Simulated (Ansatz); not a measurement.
# The 3-layer graphene (AB) between two gates

Aim: screening and gap of the neutral 3-layer graphene (AB) between oppositely charged gates.

Main program and level: Ansatz 0.2.0; plane-wave DFT, PBE-D3(BJ), Ansatz PAW, in the first sound run; inputs show where later runs differ.

## 1. Starting point

The cell holds 6 atoms: 6 C. Its edges and angles: a = 2.467 Å, b = 2.467 Å, c = 44.400 Å, α = 90.0°, β = 90.0°, γ = 120.0°. Regions: layer 1: graphene, 2 atoms (2 C); layer 2: graphene, 2 atoms (2 C); layer 3: graphene, 2 atoms (2 C). Vacuum lies along c.

## 2. Relaxing the slab

The starting cell is a guess, so the in-plane lattice and the atoms are relaxed first, with the slab cut off from its images along the normal.

Contents of input.yaml:

```yaml
crystal:
  lattice:
    - [2.467, 0.0, 0.0]
    - [-1.2335, 2.1364846711, 0.0]
    - [0.0, 0.0, 44.4000000018]
  atoms:
    - { symbol: C, position: [0.6666666667, 0.3333333333, 0.4245495495] }
    - { symbol: C, position: [0.3333333333, 0.6666666667, 0.4245495495] }
    - { symbol: C, position: [0.0, 0.0, 0.5] }
    - { symbol: C, position: [0.6666666667, 0.3333333333, 0.5] }
    - { symbol: C, position: [0.6666666667, 0.3333333333, 0.5754504505] }
    - { symbol: C, position: [0.3333333333, 0.6666666667, 0.5754504505] }
  periodic: [true, true, false]
kpoints:
  mp_grid: { grid: [18, 18, 1] }
hamiltonian:
  xc: pbe
  dispersion: d3bj
scf:
  occupations: { method: fermi_dirac, width: 0.05 }
  convergence: { dr2_threshold: 1.0e-09 }
relax:
  f_tol: 0.004
  max_steps: 90
  cell: {}
output:
  write_potential: true
  write_density: true
  volumetric_format: npy
```

Run with:

```sh
$ ansatz run input.yaml --threads 4 --pin off --max-ram 6144MiB --backend cpu --events-out ev --progress --plain --runs-dir out
```

Numbers of over 12 decimals in the logs are rounded to 6 here.

The program printed:

```text
Warning: relax.cell: scf.convergence.dr2_threshold = 1e-9 eV is looser than the 2.15138584985e-10 eV advised for a relaxation that steers and ends on the stress (1e-10 eV for each atom of the cell: 6, times the square of relax.cell.stress_2d_tol = 0.05 N/m over 16.7 Å (the atoms' height at the walk's start and 5 Å past either face), 2.994e-2 GPa, over a crystal's default 0.05). What an SCF threshold leaves in a stress goes as its square root, and in the free energy as the threshold itself, and one threshold admits the most on a small cell: [figures from the program's tests cut] Set scf.convergence.dr2_threshold to 2.15138584985e-10 eV or tighter. [rest of the remark cut]
Engine: ansatz 0.2.0, aarch64-unknown-linux-gnu
Pseudopotentials: kind: paw
Pseudopotential: C, paw, valence charge 4, recommended cutoff 420 eV (normal), C.paw.azcp
Functional definition: PBE
  parameter kappa = 0.804
  parameter beta = 0.066725
  exchange = pbe_x(kappa = kappa, mu = beta*pi^2/3)
  correlation = pbe_c(beta = beta)
Crystal: 6 atoms, lattice volume = 234.019 Å³
Basis set: ecut = 420 eV, 4403 PW (Γ), exchange–correlation on 36×36×600 points (8 copies of the dense FFT grid, shifted against one another)
Bands: 18, of which v1, the nominal top of the filled ones, is band 12 counted from 1 (11 counted from 0)
Symmetry: 12 space group operations
Space group: P-6m2 (ITA 187), of the structure as read, at distance tolerance 6.2e-5 Å
k-points: 37 of 324 (time reversal used)
Non-local potential: C, projectors of the file, l = 0: 2, l = 1: 2, l = 2: 1
PAW form: soft (Blöchl's): semilocal exchange-correlation on the pseudo side does not see the compensation charge
PAW one-centre angular grid: C, 110 points (default); XC on 64 Gauss nodes
Initial density: superposition of atomic densities (neutral atoms: chi_scale 0, normalization atom), corrected by the library's trained network
Initial wavefunctions: pseudopotential atomic-orbital guess
Functional: x = pbe(κ = 0.804, μ = 0.219515), c = pbe(β = 0.066725)
SCF iter   1: F=—  HF=-1506.387276 eV  |F-HF|=—  |Δ(HF+E_count)|=         —  Δρ=1.55e-3  dr2=6.39e-3  ethr=1.77e-3  ⟨swp⟩=14.1  Hψ=6152  notcnv=0
preconditioner: auto → LDOS  [metal: Δε(μ)=0.034 eV  Ē_g=14.992 eV  σ=0.050 eV  W_gap=0.16  n_scr=26 (ndim 8)  ℏωp=11.9 eV  f_vac=0.758  D(μ)=0.24/eV (n_scr^D=6)  β→1.0]
SCF iter   2: F=—  HF=-1506.388097 eV  |F-HF|=—  |Δ(HF+E_count)|=   8.20e-4  Δρ=6.10e-4  dr2=2.53e-3  ethr=2.66e-5  ⟨swp⟩=4.8  Hψ=2136  notcnv=0  defer=49
SCF iter   3: F=—  HF=-1506.387421 eV  |F-HF|=—  |Δ(HF+E_count)|=   6.75e-4  Δρ=2.28e-4  dr2=3.23e-4  ethr=1.05e-5  ⟨swp⟩=3.9  Hψ=1373  notcnv=0  defer=51
SCF iter   4: F=—  HF=-1506.387379 eV  |F-HF|=—  |Δ(HF+E_count)|=   4.29e-5  Δρ=4.57e-5  dr2=5.23e-6  ethr=1.34e-6  ⟨swp⟩=3.1  Hψ=1271  notcnv=0  defer=51
SCF iter   5: F=—  HF=-1506.387387 eV  |F-HF|=—  |Δ(HF+E_count)|=   8.42e-6  Δρ=1.99e-5  dr2=8.59e-7  ethr=2.18e-8  ⟨swp⟩=3.1  Hψ=1457  notcnv=0  defer=51
SCF iter   6: F=—  HF=-1506.387319 eV  |F-HF|=—  |Δ(HF+E_count)|=   6.83e-5  Δρ=3.17e-6  dr2=1.81e-8  ethr=3.58e-9  ⟨swp⟩=2.4  Hψ=1164  notcnv=0  defer=51
SCF iter   7: F=—  HF=-1506.387319 eV  |F-HF|=—  |Δ(HF+E_count)|=   1.18e-7  Δρ=1.13e-6  dr2=1.89e-9  ethr=7.55e-11  ⟨swp⟩=3.1  Hψ=1280  notcnv=0  defer=51
SCF iter   8: F=-1506.387319 eV  HF=-1506.387319 eV  |F-HF|=1.11e-9  |Δ(HF+E_count)|=   2.51e-8  Δρ=4.07e-7  dr2=3.07e-10  ethr=4.17e-12  ⟨swp⟩=10.2  Hψ=4419  notcnv=0
SCF 1 converged in 8 iterations: F = -1506.387319 eV  dr2 = 3.07e-10
  greatest PAW one-centre occupation: 0.672 electrons in one spin orbital (limit 2), on the C atom at site 3 (counted from 0), in its partial waves of l = 0
relax step   1: F+E_penalty+E_count = -1506.38731882 eV  Δ(F+E_penalty+E_count) = +0.000e0 eV  max|allowed force component| = 1.460e-2 eV/Å  Δτ_max = 0.0000 Å  P = -0.980 N/m  Ω = 234.019 Å³  fix = [c, alpha, beta]  reactions: c -0.000 N/m  (8 SCF iters, accepted)
Crystal: 6 atoms, lattice volume = 233.778 Å³
Initial density: handed on by an earlier stage of this run
Initial wavefunctions: those handed on with the density
iter 1 solved again at ethr=8.24e-4 eV; its pass at ethr=3.10e-3 eV (dr2=1.98e-1 eV) is discarded
SCF iter   1: F=—  HF=-1506.444719 eV  |F-HF|=—  |Δ(HF+E_count)|=         —  Δρ=9.95e-3  dr2=1.93e-1  ethr=8.24e-4  ⟨swp⟩=2.0  Hψ=5525  notcnv=0
preconditioner: auto → LDOS  [metal: Δε(μ)=0.006 eV  Ē_g=14.943 eV  σ=0.050 eV  W_gap=0.03  n_scr=26 (ndim 8)  ℏωp=11.9 eV  f_vac=0.755  D(μ)=0.25/eV (n_scr^D=6)  β→1.0]
SCF iter   2: F=—  HF=-1506.461567 eV  |F-HF|=—  |Δ(HF+E_count)|=   1.68e-2  Δρ=5.64e-3  dr2=2.59e-1  ethr=8.04e-4  ⟨swp⟩=4.9  Hψ=2069  notcnv=0  defer=17
SCF iter   3: F=—  HF=-1506.389484 eV  |F-HF|=—  |Δ(HF+E_count)|=   7.21e-2  Δρ=9.02e-4  dr2=6.31e-3  ethr=8.04e-4  ⟨swp⟩=4.3  Hψ=1846  notcnv=0  defer=49
SCF iter   4: F=—  HF=-1506.387999 eV  |F-HF|=—  |Δ(HF+E_count)|=   1.49e-3  Δρ=3.01e-4  dr2=1.23e-4  ethr=2.63e-5  ⟨swp⟩=3.2  Hψ=1417  notcnv=0  defer=48
SCF iter   5: F=—  HF=-1506.388019 eV  |F-HF|=—  |Δ(HF+E_count)|=   2.01e-5  Δρ=9.98e-5  dr2=1.31e-5  ethr=5.12e-7  ⟨swp⟩=3.2  Hψ=1311  notcnv=0  defer=48
SCF iter   6: F=—  HF=-1506.388122 eV  |F-HF|=—  |Δ(HF+E_count)|=   1.03e-4  Δρ=4.36e-5  dr2=3.30e-6  ethr=5.47e-8  ⟨swp⟩=2.4  Hψ=1177  notcnv=0  defer=48
SCF iter   7: F=—  HF=-1506.388119 eV  |F-HF|=—  |Δ(HF+E_count)|=   3.49e-6  Δρ=1.17e-5  dr2=2.24e-7  ethr=1.37e-8  ⟨swp⟩=2.4  Hψ=1107  notcnv=0  defer=48
SCF iter   8: F=—  HF=-1506.388053 eV  |F-HF|=—  |Δ(HF+E_count)|=   6.64e-5  Δρ=2.72e-6  dr2=1.24e-8  ethr=9.34e-10  ⟨swp⟩=2.6  Hψ=1181  notcnv=0  defer=48
SCF iter   9: F=-1506.388053 eV  HF=-1506.388053 eV  |F-HF|=4.18e-9  |Δ(HF+E_count)|=   4.50e-8  Δρ=6.01e-7  dr2=5.86e-10  ethr=4.17e-12  ⟨swp⟩=9.6  Hψ=5341  notcnv=0
SCF 2 converged in 9 iterations: F = -1506.388053 eV  dr2 = 5.86e-10
  greatest PAW one-centre occupation: 0.673 electrons in one spin orbital (limit 2), on the C atom at site 3 (counted from 0), in its partial waves of l = 0
relax step   2: F+E_penalty+E_count = -1506.38805266 eV  Δ(F+E_penalty+E_count) = -7.338e-4 eV  max|allowed force component| = 7.612e-3 eV/Å  Δτ_max = 0.0683 Å  P = -0.257 N/m  Ω = 233.778 Å³  energy of the carried Pulay correction = +1.763e-4 eV  fix = [c, alpha, beta]  reactions: c -0.000 N/m  (9 SCF iters, accepted)
Crystal: 6 atoms, lattice volume = 233.698 Å³
iter 1 solved again at ethr=9.87e-5 eV; its pass at ethr=3.10e-3 eV (dr2=2.37e-2 eV) is discarded
SCF iter   1: F=—  HF=-1506.395573 eV  |F-HF|=—  |Δ(HF+E_count)|=         —  Δρ=3.54e-3  dr2=2.41e-2  ethr=9.87e-5  ⟨swp⟩=2.4  Hψ=4822  notcnv=0  defer=1
preconditioner: auto → LDOS  [metal: Δε(μ)=0.006 eV  Ē_g=14.962 eV  σ=0.050 eV  W_gap=0.03  n_scr=26 (ndim 8)  ℏωp=11.9 eV  f_vac=0.758  D(μ)=0.24/eV (n_scr^D=6)  β→1.0]
SCF iter   2: F=—  HF=-1506.397221 eV  |F-HF|=—  |Δ(HF+E_count)|=   1.65e-3  Δρ=1.95e-3  dr2=3.28e-2  ethr=9.87e-5  ⟨swp⟩=4.5  Hψ=1899  notcnv=0  defer=12
SCF iter   3: F=—  HF=-1506.388332 eV  |F-HF|=—  |Δ(HF+E_count)|=   8.89e-3  Δρ=3.01e-4  dr2=2.38e-4  ethr=9.87e-5  ⟨swp⟩=3.6  Hψ=1437  notcnv=0  defer=14
SCF iter   4: F=—  HF=-1506.388308 eV  |F-HF|=—  |Δ(HF+E_count)|=   2.39e-5  Δρ=1.16e-4  dr2=2.52e-5  ethr=9.93e-7  ⟨swp⟩=3.1  Hψ=1504  notcnv=0  defer=23
SCF iter   5: F=—  HF=-1506.388400 eV  |F-HF|=—  |Δ(HF+E_count)|=   9.28e-5  Δρ=3.83e-5  dr2=2.26e-6  ethr=1.05e-7  ⟨swp⟩=2.4  Hψ=1126  notcnv=0  defer=23
SCF iter   6: F=—  HF=-1506.388333 eV  |F-HF|=—  |Δ(HF+E_count)|=   6.76e-5  Δρ=5.30e-6  dr2=4.48e-8  ethr=9.41e-9  ⟨swp⟩=3.0  Hψ=1232  notcnv=0  defer=24
SCF iter   7: F=—  HF=-1506.388333 eV  |F-HF|=—  |Δ(HF+E_count)|=   1.93e-7  Δρ=1.21e-6  dr2=2.88e-9  ethr=1.87e-10  ⟨swp⟩=2.9  Hψ=1222  notcnv=0  defer=24
SCF iter   8: F=-1506.388333 eV  HF=-1506.388333 eV  |F-HF|=3.01e-9  |Δ(HF+E_count)|=   4.69e-8  Δρ=4.24e-7  dr2=3.21e-10  ethr=4.17e-12  ⟨swp⟩=10.5  Hψ=4502  notcnv=0
SCF 3 converged in 8 iterations: F = -1506.388333 eV  dr2 = 3.21e-10
relax step   3: F+E_penalty+E_count = -1506.38833312 eV  Δ(F+E_penalty+E_count) = -2.805e-4 eV  max|allowed force component| = 6.302e-4 eV/Å  Δτ_max = 0.0243 Å  P = -0.046 N/m  Ω = 233.698 Å³  energy of the carried Pulay correction = +2.344e-4 eV  fix = [c, alpha, beta]  reactions: c -0.000 N/m  (8 SCF iters, accepted)
[...]
relax step   4: F+E_penalty+E_count = -1506.38818937 eV  Δ(F+E_penalty+E_count) = +1.438e-4 eV  max|allowed force component| = 6.290e-4 eV/Å  Δτ_max = 0.0000 Å  P = -0.053 N/m  Ω = 233.698 Å³  fix = [c, alpha, beta]  reactions: c -0.000 N/m  stress off target by 5.32e-2 N/m on what of the cell is left free  SCF on the basis re-selected at this cell (its energy is not comparable with the rows above)  (3 SCF iters)
[...]
relax step   5: F+E_penalty+E_count = -1506.38820594 eV  Δ(F+E_penalty+E_count) = -1.657e-5 eV  max|allowed force component| = 7.044e-5 eV/Å  Δτ_max = 0.0027 Å  P = -0.001 N/m  Ω = 233.679 Å³  energy of the carried Pulay correction = +1.389e-5 eV  fix = [c, alpha, beta]  reactions: c -0.000 N/m  (6 SCF iters, accepted)
iter 1 solved again at ethr=4.76e-7 eV; its pass at ethr=3.10e-3 eV (dr2=1.14e-4 eV) is discarded
SCF iter   1: F=—  HF=-1506.388133 eV  |F-HF|=—  |Δ(HF+E_count)|=         —  Δρ=1.09e-6  dr2=5.73e-10  ethr=4.76e-7  ⟨swp⟩=5.3  Hψ=8848  notcnv=0
eigensolver tolerance schedule: the retry pair's looser diagonalisation over-reported the residual by 199377.80 of it (diagonalisation noise at an unbounded share of the residual, at the tolerance the schedule requests for it); recorded, not acted on — ethr = c·dr2/N_el stays at c = 1.0e-1
preconditioner: auto → LDOS  [metal: Δε(μ)=0.006 eV  Ē_g=14.952 eV  σ=0.050 eV  W_gap=0.03  n_scr=26 (ndim 8)  ℏωp=11.9 eV  f_vac=0.758  D(μ)=0.25/eV (n_scr^D=6)  β→1.0]
SCF iter   2: F=—  HF=-1506.388161 eV  |F-HF|=—  |Δ(HF+E_count)|=   2.76e-5  Δρ=7.67e-7  dr2=4.20e-10  ethr=2.39e-12  ⟨swp⟩=21.7  Hψ=7314  notcnv=0
SCF iter   3: F=-1506.388161 eV  HF=-1506.388161 eV  |F-HF|=6.31e-10  |Δ(HF+E_count)|=   2.45e-9  Δρ=3.41e-7  dr2=6.57e-11  ethr=1.75e-12  ⟨swp⟩=7.2  Hψ=4175  notcnv=0
SCF 6 converged in 3 iterations: F = -1506.388161 eV  dr2 = 6.57e-11
relax step   6: F+E_penalty+E_count = -1506.38816086 eV  Δ(F+E_penalty+E_count) = +4.508e-5 eV  max|allowed force component| = 6.477e-5 eV/Å  Δτ_max = 0.0000 Å  P = -0.002 N/m  Ω = 233.679 Å³  fix = [c, alpha, beta]  reactions: c -0.000 N/m  stress off target by 1.95e-3 N/m on what of the cell is left free  SCF on the basis re-selected at this cell (its energy is not comparable with the rows above)  (3 SCF iters)
basis re-selected at this cell: Δ(F+E_penalty+E_count) = +4.508e-5 eV, ΔP = -0.001 N/m vs the last step (what re-selecting the basis moved, of the pressure what is left beyond the Pulay correction that the steps carried, after the strain that the cell walked since its last selection, with what the two solves' SCF thresholds leave and, on support functions, any second-order correction that the steps lacked; it is no m [...]
WARN: The output density's exchange-correlation potential varies sharply where the density is thin. Do not read a vacuum level from v_tot or v_xc, or from such a field of the output density. On a cell that repeats whose density bears no net charge and no dipole along the vacuum's axis use v_es (v_loc + v_h of the components); under efield.dipole_correction with no amplitude use v_es + v_field, which holds any externa [...]
SCF converged after 3 iterations
Free energy (F): -1506.388161 eV
Harris-Foulkes:  -1506.388161 eV  (|F-HF|=6.31e-10)
Internal energy: -1506.386456 eV  (E = F + TS)
E sigma→0 (E₀):  -1506.387308 eV
Entropy (-TS):   -0.001705 eV (-0.284 meV/atom)
Fermi energy:    -4.279344 eV
--- Per-component energies (eV) ---
  E_band       = -321.920232
  E_kinetic    = 545.414123
  E_local      = -78863.878500  (includes V_loc(G=0)·N_el)
  E_nonlocal   = 163.802553
  E_hartree    = 39115.063193
  E_xc         = -287.993891
  E_vxc        = -356.564748  (∫ρ·V_xc dr)
  E_paw        = -596.063220  (= ΣΔE_a)
  E_vpaw       = -40.820266  (= ΣTr[D̂ρ^β])
  E_aug_tail   = 0.000045  (compensation charges beyond the density's cutoff)
  E_ewald      = 38418.050841
  E_disp       = -0.781600  (pairwise vdW)
  E_smearing   = -0.001705  (= −TS)
  E_closure    = 0.000000  (closes the sum)
  Σ components = -1506.388161   (vs F -1506.388161, Δ=0.00e0)
--- Forces (eV/Å), atoms counted from 1 ---
  atom   1  C      0.00000000    -0.00000000    -0.00006477
  atom   2  C      0.00000000     0.00000000     0.00002464
  atom   3  C      0.00000000    -0.00000000     0.00000000
  atom   4  C     -0.00000000     0.00000000    -0.00000000
  atom   5  C      0.00000000    -0.00000000     0.00006477
  atom   6  C      0.00000000     0.00000000    -0.00002464
  max |Σ_I F_I| component: 1.48e-16 eV/Å
--- 2D stress c σ (N/m, compression-positive) ---
       -0.001949       0.000000       0.000000
        0.000000      -0.001949       0.000000
        0.000000       0.000000       0.000000
  P = ½ c Tr σ = -0.0019 N/m
--- Band table (eV; the first three rows and the last of 37) ---
  k-point 0: bands = [... 8 lower, -7.3049, -7.3049, -7.2957, -7.2957, -0.7805, -0.6123, 0.2004, 0.2436, ... 2 higher]
  k-point 1: bands = [... 8 lower, -7.5917, -7.4665, -7.4616, -7.4509, -0.6826, -0.5132, 0.3014, 0.3450, ... 2 higher]
  k-point 2: bands = [... 8 lower, -8.4054, -7.8859, -7.8782, -7.8646, -0.3888, -0.2162, 0.6043, 0.6493, ... 2 higher]
  k-point 36: bands = [... 8 lower, -14.8304, -4.7115, -4.2900, -4.2828, -4.2768, -4.2678, -3.8173, 6.0943, ... 2 higher]
  the weakly bound empty levels are not read free of the cell's end (no_gap_told)
--- Relaxed structure (4 steps of the walk, 4 accepted, 2 SCFs on fresh bases) ---
  F+E_penalty+E_count = -1506.38816086 eV   max|allowed force component| = 6.477e-5 eV/Å   (the final SCF, on the basis selected at the relaxed cell)
  cell:  # Å, volume = 233.6788 Å³
    - [2.465204, 0, 0.0]
    - [-1.232602, 2.134929, 0.0]
    - [0.0, 0.0, 44.4000000018]
  atoms:
    - { symbol: C, position: [0.666667, 0.333333, 0.423629] }
    - { symbol: C, position: [0.333333, 0.666667, 0.423619] }
    - { symbol: C, position: [-2.4671622769088907e-17, -1.850371707681666e-17, 0.500000] }
    - { symbol: C, position: [0.666667, 0.333333, 0.500000] }
    - { symbol: C, position: [0.666667, 0.333333, 0.576371] }
    - { symbol: C, position: [0.333333, 0.666667, 0.576381] }
```

It took 22 s on 4 threads of Arm Neoverse V1, shared host; peak memory 0.54 GiB.

The steps of the relaxation:

```csv
step,energy less that of the first step (eV),largest force component (eV/Å),volume (Å³)
1,0.0000,0.0146,234.02
2,-0.0007,0.0076,233.78
3,-0.0010,0.0006,233.70
4*,-0.0009,0.0006,233.70
5,-0.0009,0.0001,233.68
6*,-0.0008,0.0001,233.68
```

Relaxation steps marked * repeat the geometry before them on a plane-wave basis chosen anew for their cell, so energy and pressure can jump there.

Forces are held to the 12 operations that the run works with; a distortion that breaks them can't arise in this run.

```csv
cell as run,before,after,change
a (Å),2.467,2.465,-0.1 %
b (Å),2.467,2.465,-0.1 %
```

The atoms that moved most (Å, along periodic axes as changes of fractional coordinates times the final cell, across vacuum about the mean position):

```csv
atom,dx,dy,dz,length
C2,0.000,0.000,-0.041,0.041
C6,0.000,0.000,0.041,0.041
C1,0.000,0.000,-0.041,0.041
C5,0.000,0.000,0.041,0.041
```

The relaxed structure:

```xyz
6
Lattice="2.4652 0.0000 0.0000 -1.2326 2.1349 0.0000 0.0000 0.0000 44.4000" Properties=species:S:1:pos:R:3
C     1.2326    0.7116   18.8091
C     0.0000    1.4233   18.8087
C     0.0000    0.0000   22.2000
C     1.2326    0.7116   22.2000
C     1.2326    0.7116   25.5909
C     0.0000    1.4233   25.5913
```

This step gave:

```
energy at zero smearing : -1506.3873 eV
```

The lattice constant a goes from 2.467 to 2.465 Å.

(Continued in part 2 of 3.)

[Logs are printed without paths, hosts, clocks, repeated set-up lines and the standing remarks that a program may print on its own settings, such as how far it seeks lower states.]

[Hosts, paths, dates, database ids (printed as entryN), source tags and the programs' standing remarks are cut or masked in the printed files.]

[Maps of the electrostatic potential energy from Ansatz leave out the sawtooth potential of an applied field or a dipole correction, so their vacuum need not be flat; planar profiles and work functions include it.]
